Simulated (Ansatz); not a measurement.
**Structure optimisation: manganese, bcc**

Method: DFT, revPBE, plane waves (420 eV) with PAW, scalar-relativistic (Ansatz). The PAW files were generated under PBE, with cores re-solved for the functional.

k-point mesh 15×15×15, Fermi-Dirac smearing 0.1 eV, no spin polarisation. Cell and atoms relax.

Starting structure:

```cif
data_structure
_symmetry_space_group_name_H-M 'P 1'
_symmetry_Int_Tables_number 1
_cell_length_a 2.4805
_cell_length_b 2.4805
_cell_length_c 2.4805
_cell_angle_alpha 109.471
_cell_angle_beta 109.471
_cell_angle_gamma 109.471
_cell_volume 11.75
loop_
_atom_site_label
_atom_site_type_symbol
_atom_site_fract_x
_atom_site_fract_y
_atom_site_fract_z
_atom_site_occupancy
Mn1 Mn 0.00000 0.00000 0.00000 1
```

**Question.** The pressure at the start is -15.6 GPa. By how much does the volume change?

**Answer.** From 11.75 to 10.96 Å³ per atom, -6.7 %. The final cell has a = 2.799 Å.

**Question.** How much energy does the relaxation gain?

**Answer.** 40.8 meV per atom.

Path of the relaxation (the plane waves are chosen anew near the end, which can shift the energy a little):

```
step  E − E(final) (meV/atom)  V (Å³/atom)  P (GPa)  max force (eV/Å)
   0                    40.79       11.750   -15.60             0.000
   1                     2.05       11.142    -4.13             0.000
   2                    -0.34       10.939     0.57             0.000
   3                    -0.38       10.963    -0.02             0.000
   4                     0.00       10.963     0.01             0.000
```

Spin polarisation is off here; a magnetic state may lie lower.
